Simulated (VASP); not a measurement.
BN: band structure with rSCAN

The system is BN.

```
N B
1.0
     1.25112    0.72234    3.37293
    -1.25112    0.72234    3.37293
     0.00000   -1.44467    3.37293
N B
1 1
Direct
  0.66724 0.66724 0.66724
  0.00033 0.00033 0.00033
```

The cell is a database's computed one.

```json
{
 "Program": "VASP 6.6.1",
 "Task": "band structure",
 "Functional": "rSCAN",
 "Potentials or basis": "VASP PAW PBE potentials, release 64 (N, B)",
 "Cutoff": "520 eV",
 "k mesh": "12 × 12 × 12",
 "Occupations": "fermi-dirac, width 0.05 eV",
 "Spin": "no spin polarisation",
 "Further INCAR settings": "ALGO = Normal; EDIFF = 1e-07"
}
```

```
Pressure                : -1.5 GPa
Largest force           : 0.008 eV/Å
Band gap on the k mesh  : 4.79 eV, indirect (least direct gap 5.32 eV)
Band gap along the path : 4.73 eV, indirect (least direct gap 5.33 eV)
```

Forces in eV/Å, atoms in the order of the input:
```
N    0.000  0.000 -0.008
B    0.000  0.000  0.008
```

Stress tensor (GPa, compression positive):
```
-2.26  0.00  0.00
 0.00 -2.26  0.00
 0.00  0.00  0.04
```

Levels at the corners of the path, in eV from the valence-band top:
```tsv
point	band 1	band 2	band 3	band 4	band 5	band 6	band 7	band 8
Γ	-18.80	-4.35	-1.38	-1.38	5.45	12.35	12.35	14.27
L	-15.52	-9.34	-4.28	-0.66	5.84	10.54	13.68	15.68
L	-15.52	-9.34	-4.28	-0.66	5.84	10.54	13.68	15.68
B1	-14.97	-8.27	-7.23	-0.43	5.37	13.00	14.88	16.91
B	-14.97	-8.27	-7.23	-0.43	5.37	13.00	14.88	16.91
Z	-18.55	-6.36	-1.40	-1.40	10.75	12.28	12.28	12.97
Z	-18.55	-6.36	-1.40	-1.40	10.75	12.28	12.28	12.97
Γ	-18.80	-4.35	-1.38	-1.38	5.45	12.35	12.35	14.27
Γ	-18.80	-4.35	-1.38	-1.38	5.45	12.35	12.35	14.27
X	-14.91	-8.24	-7.43	-0.17	5.20	12.94	14.60	17.35
Q	-14.91	-8.24	-7.43	-0.17	5.20	12.94	14.60	17.35
F	-15.46	-9.22	-4.34	-1.25	4.73	10.54	14.99	18.46
F	-15.46	-9.22	-4.34	-1.25	4.73	10.54	14.99	18.46
P1	-15.57	-9.07	-4.28	-1.56	5.49	10.60	15.03	17.50
P1	-15.57	-9.07	-4.28	-1.56	5.49	10.60	15.03	17.50
Z	-18.55	-6.36	-1.40	-1.40	10.75	12.28	12.28	12.97
L	-15.52	-9.34	-4.28	-0.66	5.84	10.54	13.68	15.68
P	-15.57	-9.07	-4.28	-1.56	5.49	10.60	15.03	17.50
```

Run time: 2.4 min on 1 thread of Intel(R) Xeon(R) 6975P-C (Granite Rapids), with other jobs on the host, peak memory 0.17 GiB.

Caveat: the PAW data sets were made with another functional, which shifts forces and pressure a little.
